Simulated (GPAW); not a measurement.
Crystal: AgBr.

```
CELL_PARAMETERS angstrom
0.00000 2.87015 2.87015
2.87015 0.00000 2.87015
2.87015 2.87015 0.00000
ATOMIC_POSITIONS crystal
Ag 0.00000 0.00000 0.00000
Br 0.50000 0.50000 0.50000
```

Base run:

| Item | Value |
| --- | --- |
| Program | GPAW 26.7.0 |
| Functional | PBEsol |
| Potentials or basis | PAW data sets generated in the run's folder for this functional |
| Cutoff | 600 eV |
| Basis | pw |
| k mesh | 8 × 8 × 8 |
| Occupations | fermi-dirac, width 0.05 eV |
| Spin | no spin polarisation |
| Hubbard terms | Ag d U = 8 eV |

Its results: band gap on the k mesh 1.77 eV, indirect (least direct gap 2.77 eV); pressure 0.0 GPa.

The run is repeated on the same cell with these changes: hubbard terms from Ag d U = 8 eV to Ag d U = 1 eV. What comes out?

Band gap on the k mesh 0.68 eV, indirect (least direct gap 2.50 eV); pressure -1.2 GPa.

A k mesh can miss the band edges.
